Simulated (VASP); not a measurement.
AgCl (Chlorargyrite):

```xyz
2
Lattice="0.0000 2.7225 2.7225 2.7225 0.0000 2.7225 2.7225 2.7225 0.0000" Properties=species:S:1:pos:R:3 pbc="T T T"
Ag    0.0000    0.0000    0.0000
Cl    2.7225    2.7225    2.7225
```

Program: VASP 6.6.1. Alike in all runs: task band structure; no spin polarisation; cell as given; k mesh 8 × 8 × 8; cutoff (eV) 520; smearing gaussian 0.03 eV.

**Question.** Order these runs on this cell by their band gap on the k mesh, lowest first.
A. level r2SCAN; potentials or basis VASP PAW PBE potentials, release 64 (Ag, Cl)
B. level LDA; potentials or basis VASP PAW LDA potentials, release 64 (Ag, Cl)
C. level PBE; potentials or basis VASP PAW PBE potentials, release 64 (Ag, Cl)

**Answer.** B (0.64 eV), C (0.90 eV), A (1.43 eV).

